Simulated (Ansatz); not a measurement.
Computed with DFT PBE, scalar-relativistic, plane waves, PAW (Ansatz). All cells share a 420 eV cutoff and Γ-centred k meshes spaced at most about 0.3 Å⁻¹ (about 0.25 or finer for metals, 2π included). No spin polarisation.

Each guess is relaxed in cell and atoms at zero pressure, on a coarse mesh first where it starts far from rest and then on a converged one. The steps can't lower the symmetry of the start, but it can rise. Energies are static (0 K, no zero-point motion).

Two unrelaxed guesses for CaB:

Guess 1.

```yaml
crystal:
  lattice:
    - [3.56309, 0.00000, 0.00000]
    - [-0.05434, 3.74115, 0.00000]
    - [-0.00410, -0.33777, 5.19131]
  atoms:
    - { symbol: Ca, position: [0.50057, 0.50005, 0.49924] }
    - { symbol: Ca, position: [0.00016, 0.00000, 0.49916] }
    - { symbol: B, position: [0.48788, 0.48878, 0.00074] }
    - { symbol: B, position: [0.01123, 0.01178, 0.00114] }
```

Guess 2.

```yaml
crystal:
  lattice:
    - [3.26874, 0.00000, 0.00000]
    - [-1.63437, 2.83081, 0.00000]
    - [0.00000, 0.00000, 5.33785]
  atoms:
    - { symbol: Ca, position: [0.66667, 0.33333, 0.50000] }
    - { symbol: B, position: [0.33333, 0.66667, 0.00000] }
```

**Question.** Which guess leads to the lower structure, and by how much?

**Answer.** Guess 1 ends lower, by 0.90 eV/atom. Guess 1: P1 at 17.3 Å³/atom → C2/m at 22.1 Å³/atom; Guess 2: P-6m2 at 24.7 Å³/atom → P-6m2 (tungsten carbide type) at 20.9 Å³/atom. Counting B atoms around Ca (those within 1.25 times the shortest such distance or 1.15 times the sum of covalent radii), the end of guess 1 and the end of guess 2 both have Ca 6. The end of guess 1 holds B–B pairs (shortest 1.53 Å); in the end of guess 2 the shortest B–B distance is 3.56 Å. End of guess 1. Conventional cell: a = 8.908 Å, b = 4.262 Å, c = 6.045 Å, β = 129.7°. Around Ca lie 6 B at 2.78–2.89 Å; B has 1 B at 1.53 Å and 6 Ca at 2.78–2.89 Å. End of guess 2. Conventional cell: a = 3.679 Å, c = 3.559 Å. Around Ca lie 6 B at 2.77 Å; B has 6 Ca at 2.77 Å.

Ends held by symmetry can be saddle points. Even the lowest of the cells shown lies +0.10 eV/atom against the elements. Some types were kept out of the candidates beforehand, so the set may lack a known form.
